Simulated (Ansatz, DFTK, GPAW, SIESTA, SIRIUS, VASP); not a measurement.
One calculation of Mo, 7 ways

```
Mo
1.0
    -1.58381    1.58381    1.58381
     1.58381   -1.58381    1.58381
     1.58381    1.58381   -1.58381
Mo
1
Direct
  0.00000 0.00000 0.00000
```

Alike in all runs: task single point; functional PBEsol; k mesh 12 × 12 × 12; occupations fermi-dirac, width 0.05 eV; no spin polarisation; no spin-orbit coupling. Pressure is positive in compression and, in plane waves, holds the error of the finite cutoff, which Ansatz's Pulay term estimates and takes out.

```tsv
program and potentials	plane-wave cutoff (eV)	notes	band gap (eV)	pressure (GPa)
Ansatz, Ansatz PAW	420	potentials made for PBE, which Ansatz adapts in part; Pulay term of +0.03 GPa included	no gap	-9.61
Ansatz, all-electron LAPW, scalar-relativistic	-	-	no gap	-9.61
SIRIUS, PseudoDojo 0.4.1 PBEsol standard (scalar relativistic)	1102	-	no gap	-9.35
VASP, PBE PAW files Mo_sv, 520 eV	520	potentials made for PBE	?	?
SIESTA, files PseudoDojo sr-pbesol-0.4.1-standard, DZP (energy shift 0.003 Ry; two zetas on semicore shells)	-	atomic basis	no gap	-6.59
DFTK, PseudoDojo SR PBEsol 0.4.1 standard (PBEsol)	1088	-	no gap	-9.37
GPAW, PAW data sets generated for this functional	600	-	no gap	-9.97
```

Problem. Estimate from the other rows what the run with VASP, PBE PAW files Mo_sv, 520 eV gave.

Solution. No band gap; pressure -9.14 GPa. The other rows, which needn't bracket it: pressure -9.97 to -6.59.
